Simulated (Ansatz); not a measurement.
W:

```xyz
4
Lattice="2.8097 0.0000 0.0000 0.0000 4.8639 0.0000 0.0000 0.0000 4.9237" Properties=species:S:1:pos:R:3 pbc="T T T"
W     2.2285    4.5567    3.6928
W     0.5811    2.1247    3.6928
W     0.5811    0.3072    1.2309
W     2.2285    2.7391    1.2309
```

This isn't the form of W at room conditions, which is bcc.

Base run:

| Quantity | Value |
| --- | --- |
| Program | Ansatz 0.2.0 |
| Functional | PBEsol |
| Potentials or basis | all-electron LAPW, non-relativistic |
| Cutoff | 271 eV (chosen from the basis error) |
| Basis error allowed | 0.002 eV/atom |
| k mesh | 9 × 6 × 6 |
| Occupations | fermi-dirac, width 0.05 eV |
| Spin | no spin polarisation |

Its results: pressure 2.8 GPa; largest force 0.201 eV/Å.

Problem. The run is repeated on the same cell with these changes: potentials or basis from all-electron LAPW, non-relativistic to all-electron PAW datasets made for the crystal. What comes out?

Solution. Pressure -10.6 GPa; largest force 0.070 eV/Å.

Caveats: relativity is left out, which matters for the heavier elements (some runs).

The runs don't all hold the same shells in valence.
